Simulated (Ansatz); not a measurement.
# Si: relaxation of cell and atoms with revPBE+D4

Crystal: Si.

```
Si
1.0
     2.62054    0.00000    0.00000
    -1.31027    2.26946    0.00000
     0.00000    0.00000    2.46635
Si
1
Direct
  0.00000 0.00000 0.00000
```

This isn't the form of Si at room conditions, which is diamond.

| Property | Result |
| --- | --- |
| Program | Ansatz 0.2.0 |
| Task | relaxation of cell and atoms |
| Functional | revPBE |
| Dispersion | D4 |
| Potentials or basis | Ansatz PAW |
| Cutoff | 420 eV (not typed: the program's choice for these potentials) |
| k mesh | 12 × 12 × 11 |
| Occupations | fermi-dirac, width 0.05 eV |
| Spin | no spin polarisation |

```
Relaxed volume                         : 14.17 Å³/atom
Relaxed cell                           : a = 2.579 Å, b = 2.579 Å, c = 2.460 Å, α = 90.00°, β = 90.00°, γ = 120.00°
Space group after relaxing (to 0.05 Å) : P6/mmm (No. 191)
Energy gained by relaxing              : 8.1 meV/atom
Ionic steps                            : 5
Pressure after relaxing                : 0.0 GPa
Band gap on the k mesh                 : none (metal or under the smearing width)
```

The path:
```csv
step,energy change (eV),largest force (eV/Å),volume (Å³)
1,0.0000,0.0000,14.67
2,-0.0078,0.0000,14.28
3,-0.0082,0.0000,14.17
4,-0.0082,0.0000,14.17
5,-0.0081,0.0000,14.17
```

Final structure:
```yaml
crystal:
  lattice:
    - [2.57933, 0.00000, 0.00000]
    - [-1.28966, 2.23376, 0.00000]
    - [0.00000, 0.00000, 2.46023]
  atoms:
    - { symbol: Si, position: [0.00000, 0.00000, 0.00000] }
```

Levels at points of the mesh, in eV from the Fermi level:
```tsv
k point	band 1	band 2	band 3	band 4	band 5
(0.00, 0.00, 0.00)	-14.42	7.41	7.89	11.12	11.12
(0.00, -0.50, 0.00)	-7.57	-7.00	5.56	6.68	13.14
```

Wall time 3.5 s on 2 threads of Arm Neoverse V1, on a shared host, peak memory 0.27 GiB.

Caveat: the plane-wave basis is chosen anew once the cell has moved, so the energies of steps on either side of that aren't comparable; pairwise dispersion overbinds metals, which lowers pressure and volume; the PAW data sets come from PBE, with cores solved anew for the run's functional, which leaves a small shift of forces and pressure.
